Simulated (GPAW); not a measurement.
Write an ASE script for GPAW 26.7.0 that does the following.

```yaml
Task: equation of state
Functional: MS2
Potentials_or_basis: GPAW PAW data sets (gpaw-data 1.2.1)
Cutoff: 800 eV
Basis: pw
k_mesh: 7 × 7 × 7
Occupations: fermi-dirac, width 0.05 eV
Spin: no spin polarisation
Maxiter: 150
Eos_scales: "[0.94, 0.96, 0.98, 1.0, 1.02, 1.04, 1.06]"
```

The structure of CaF2 (Fluorite) lies in CaF2.xyz:

```xyz
3
Lattice="0.0000000000 2.7310000000 2.7310000000 2.7310000000 0.0000000000 2.7310000000 2.7310000000 2.7310000000 0.0000000000" Properties=species:S:1:pos:R:3 pbc="T T T"
Ca     0.0000000000      0.0000000000      0.0000000000
F      4.0965000000      4.0965000000      4.0965000000
F      1.3655000000      1.3655000000      1.3655000000
```

One way to write it, as run:

run.py

```python
from ase.eos import EquationOfState
from ase.io import Trajectory, read
from ase.units import GPa
from gpaw import GPAW, PW

atoms = read('CaF2.xyz')

traj = Trajectory('eos.traj', 'w')
volumes, energies = [], []
for x in [0.94, 0.96, 0.98, 1.0, 1.02, 1.04, 1.06]:
    a = atoms.copy()
    a.set_cell(atoms.cell * x**(1 / 3), scale_atoms=True)
    calc = GPAW(mode=PW(800),
                xc='MGGA_X_MS2+GGA_C_REGTPSS',
                kpts={'size': (7, 7, 7), 'gamma': True},
                occupations={'name': 'fermi-dirac', 'width': 0.05},
                nbands=22,
                convergence={'density': 1e-05, 'energy': 1e-05},
                maxiter=150,
                txt=f'eos-{x:.2f}.txt')
    a.calc = calc
    energies.append(a.get_potential_energy(force_consistent=True))
    volumes.append(a.get_volume())
    p = -a.get_stress()[:3].mean() / GPa
    calc.write(f'eos-{x:.2f}.gpw')
    traj.write(a)
    print(f'{x:.2f} {volumes[-1]:10.4f} A^3 {energies[-1]:14.6f} eV {p:9.3f} GPa', flush=True)

v0, e0, B = EquationOfState(volumes, energies, eos='birchmurnaghan').fit()
print(f'V0 = {v0:.4f} A^3, E0 = {e0:.6f} eV, B0 = {B / GPa:.2f} GPa')
```

Potentials or basis: GPAW PAW data sets (gpaw-data 1.2.1), pw.

Command:

```bash
$ OMP_NUM_THREADS=1 python run.py
```

It gave:

| Item | Value |
| --- | --- |
| Equilibrium volume | 13.57 Å³/atom (rough: see the caveat) |
| Bulk modulus | 85 GPa (rough) |

Caveat: the points scatter about the fit; the PAW data sets were made with another functional, which shifts forces and pressure a little.

Wall time 6 min on 1 thread of Arm Neoverse V2, on a shared host, peak memory 0.57 GiB.
